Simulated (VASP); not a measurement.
Here is a VASP 6.6.1 calculation.

INCAR

```
  PREC = Accurate
  ENCUT = 520
  EDIFF = 1E-6
  ISMEAR = 0
  SIGMA = 0.01
  LREAL = F
  LASPH = T
  NELM = 100
  ALGO = Normal
  ISIF = 2
  LWAVE = F
  LCHARG = F
  GGA = PS
  NBANDS = 20
```

KPOINTS

```
Automatic mesh
0
Gamma
  6 6 6
```

Contents of POSCAR:

```
MoS2
1.0
    1.5875907347      0.9165959380      6.1939395993
   -1.5875907347      0.9165959380      6.1939395993
    0.0000000000     -1.8331918760      6.1939395993
Mo S
1 2
Direct
   -0.0000146007     -0.0000146007     -0.0000146007
    0.4170015121      0.4170015121      0.4170015121
    0.2496797553      0.2496797553      0.2496797553
```

Potentials or basis: VASP PAW PBE potentials, release 64 (Mo_sv, S).

Run with:

```bash
$ cat potpaw_PBE.64/Mo_sv/POTCAR potpaw_PBE.64/S/POTCAR > POTCAR
$ mpirun -np 1 vasp_std > vasp.out
```

Question: Predict the largest force.

Answer: 0.143 eV/Å.

Question: Estimate the band gap on the k mesh.

Answer: 0.93 eV, indirect (least direct gap 1.69 eV).

Question: Estimate the pressure.

Answer: -2.5 GPa.

Stress tensor (GPa, compression positive):
```
-3.15  0.00  0.00
 0.00 -3.15  0.00
 0.00  0.00 -1.20
```

Caveat: the PAW data sets were made with another functional, which shifts forces and pressure a little. A k mesh can miss the band edges.
